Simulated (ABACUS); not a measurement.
InP:

```
In P
1.0
     0.00000    2.93050    2.93050
     2.93050    0.00000    2.93050
     2.93050    2.93050    0.00000
In P
1 1
Direct
  0.00000 0.00000 0.00000
  0.25000 0.25000 0.25000
```

Program: ABACUS 3.10.1. Alike in all runs: task single point; no spin polarisation; cell as given; smearing fermi-dirac 0.05 eV.

Order these runs on this cell by their pressure, lowest first.
A. level HCTH407; potentials or basis Ansatz NC PBE, plane waves; k mesh 6 × 6 × 6; cutoff (eV) 966; radial cutoff of the potentials (pseudo_rcut) 10 bohr
B. level rSCAN; potentials or basis SG15 ONCV 1.2 PBE, plane waves; k mesh 5 × 5 × 5; cutoff (eV) 1116; radial cutoff of the potentials (pseudo_rcut) 10 bohr
C. level revTPSS; potentials or basis SG15 ONCV 1.2 PBE, plane waves; k mesh 5 × 5 × 5; cutoff (eV) 1116; radial cutoff of the potentials (pseudo_rcut) 7 bohr

B (0.3 GPa), C (2.0 GPa), A (4.2 GPa).

Caveats: the potentials were made for another functional, which shifts forces and pressure.

Not every run made on this cell is shown here.
